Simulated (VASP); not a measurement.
# CdS: single point with PBE

CdS:

```
Cd S
1.0
     0.00000    2.75324    2.75324
     2.75324    0.00000    2.75324
     2.75324    2.75324    0.00000
Cd S
1 1
Cartesian
  0.0000 0.0000 0.0000
  2.7532 2.7532 2.7532
```

Measurements of this composition are mostly on another form, of space group No. 186.

```
Program             : VASP 6.6.1
Task                : single point
Functional          : PBE
Potentials or basis : VASP PAW PBE potentials, release 64 (Cd_GW, S_GW)
Cutoff              : 500 eV
k mesh              : 4 × 4 × 4
Occupations         : gaussian, width 0.02 eV
Spin                : no spin polarisation
```

The pressure is -0.1 GPa. The band gap on the k mesh is 0.21 eV, indirect (least direct gap 1.52 eV).

Levels at points of the mesh, in eV from the valence-band top:
| k point | band 5 | band 6 | band 7 | band 8 | band 9 | band 10 | band 11 | band 12 | band 13 | band 14 |
| --- | --- | --- | --- | --- | --- | --- | --- | --- | --- | --- |
| (0.00, 0.00, 0.00) | -7.64 | -7.64 | -0.71 | -0.71 | -0.71 | 0.81 | 9.15 | 9.15 | 9.15 | 11.16 |
| (0.50, 0.00, 0.00) | -7.45 | -7.45 | -4.78 | 0.00 | 0.00 | 3.49 | 5.86 | 5.86 | 6.64 | 12.19 |
| (0.50, 0.50, 0.00) | -7.38 | -6.73 | -4.12 | -2.07 | -2.07 | 0.21 | 6.03 | 9.69 | 11.07 | 11.07 |

Wall time 5.8 s on 1 thread of AMD EPYC 9R45 (Zen 5), with other jobs on the host, peak memory 0.13 GiB.

Caveat: the k mesh is coarse (spacing up to 0.49 Å⁻¹), so the values aren't converged. As with any semilocal functional, this PBE gap is likely too small.
